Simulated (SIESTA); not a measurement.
CsSnI3 in SIESTA: the effect of functional

Crystal: CsSnI3.

```
Cs I Sn
1.0
     6.20570    0.00000    0.00000
     0.00000    6.20570    0.00000
     0.00000    0.00000    6.20570
Cs I Sn
1 3 1
Direct
  0.00000 0.00000 0.00000
  0.50000 0.50000 0.00000
  0.50000 0.00000 0.50000
  0.00000 0.50000 0.50000
  0.50000 0.50000 0.50000
```

Alike in all runs:

* Program: SIESTA 5.4.2
* Task: band structure
* Basis: DZP (energy shift 0.003 Ry; two zetas on semicore shells; d shell added on Cs)
* Grid cutoff: 500 Ry
* Energy shift: 0.003 Ry
* k mesh: 5 × 5 × 5
* Occupations: fermi-dirac, width 0.05 eV
* Spin: no spin polarisation

```tsv
functional	potentials or basis	pressure (GPa)
AM05	PseudoDojo 0.4 standard (PBEsol files)	0.0
BLYP	PseudoDojo 0.4 standard (PBE files)	?
vdW-DF-cx	PseudoDojo 0.4 standard (PBE files)	-0.3
```

Problem. What does the run with functional BLYP give?

Solution. Pressure 2.2 GPa.

Caveats: the potentials were made for another functional, which shifts forces and pressure; the cell was measured hot, at 500 K; the basis of atomic orbitals isn't converged, which shifts pressures, moduli and gaps.
